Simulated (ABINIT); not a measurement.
The system is GaN.

```xyz
4
Lattice="3.1800 0.0000 0.0000 -1.5900 2.7540 0.0000 0.0000 0.0000 5.1660" Properties=species:S:1:pos:R:3 pbc="T T T"
Ga    1.5900    0.9180    2.5830
Ga    0.0000    1.8360    0.0000
N     1.5900    0.9180    4.5203
N     0.0000    1.8360    1.9373
```

Base run:

```yaml
Program: ABINIT 10.8.3 (patched build)
Functional: PBE
Potentials_or_basis: PseudoDojo NC SR PBE v0.4.1 standard
Cutoff: 1143 eV
k_mesh: 10 × 10 × 5
Occupations: fermi-dirac, width 0.05 eV
Spin: no spin polarisation
```

Its results: band gap on the k mesh 2.01 eV, direct; pressure 7.5 GPa; largest force 0.138 eV/Å.

Q: The run is repeated on the same cell with these changes: potentials or basis from PseudoDojo NC SR PBE v0.4.1 standard to PseudoDojo NC SR PBE v0.4 stringent; cutoff from 1143 eV to 1551 eV; valence electrons from 36 to 52. What comes out?

A: Band gap on the k mesh 2.00 eV, direct; pressure 6.9 GPa; largest force 0.137 eV/Å.

